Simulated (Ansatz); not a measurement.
Runs of Ansatz 0.2.0 on CaO. The structure is cubic, space group Fm-3m (No. 225). The conventional cell has a = 4.807 Å, b = 4.807 Å, c = 4.807 Å, α = 90.00°, β = 90.00°, γ = 90.00°. Around Ca (site symmetry m-3m) lie 6 O at 2.40 Å. O (site symmetry m-3m) has 6 Ca at 2.40 Å as nearest neighbours. The cell is a database's computed one.

```tsv
task	level	potentials or basis	cell	k mesh	cutoff (eV)	smearing	atoms under strain	points for each segment of the path	gap on the mesh (eV)	pressure (GPa)	V0 of scaled cells (Å³/atom)	B0 (GPa)
Born charges and dielectric tensor	PBE	Ansatz PAW	as given	10 × 10 × 10	420	fixed	-	-	3.65	-	-	-
relaxation of cell and atoms	m-r2SCAN	Ansatz PAW	relaxed	10 × 10 × 10	500	fermi-dirac 0.05 eV	-	-	(b)	0.0	-	-
single point	PBE	Ansatz PAW	as given	10 × 10 × 10	300	fermi-dirac 0.05 eV	-	-	(d)	1.5	-	-
equation of state	BLYP	Ansatz PAW	as given	10 × 10 × 10	420	fermi-dirac 0.05 eV	-	-	-	-	(c)	102
equation of state	PBE	JTH PAW	as given	10 × 10 × 10	1380	fermi-dirac 0.05 eV	-	-	-	-	(a)	105
elastic constants	PBEsol	Ansatz PAW	as given	8 × 8 × 8	420	fixed	clamped	-	3.56	-2.7	-	-
band structure	revPBE	Ansatz PAW	as given	10 × 10 × 10	420	fermi-dirac 0.05 eV	-	14	3.74	4.4	-	-
band structure	PBE	Ansatz PAW	as given	10 × 10 × 10	420	fermi-dirac 0.05 eV	-	14	3.66	1.6	-	-
```

Alike in all rows: no spin polarisation.

Task: Fill in the values left out.

Result: (a) 14.09; (b) 4.20; (c) 14.44; (d) 3.69.

Caveats: the PAW data sets come from PBE, with cores solved anew for the run's functional, which leaves a small shift of forces and pressure (some runs); the plane-wave basis is chosen anew once the cell has moved, so the energies of steps on either side of that aren't comparable (some runs); the pressure holds a Pulay correction of +15.9 GPa for the finite cutoff (some runs); the cutoff lies under the one recommended for these potentials (some runs); the potentials were made for another functional, which shifts forces and pressure (some runs).

A k mesh can miss the band edges.
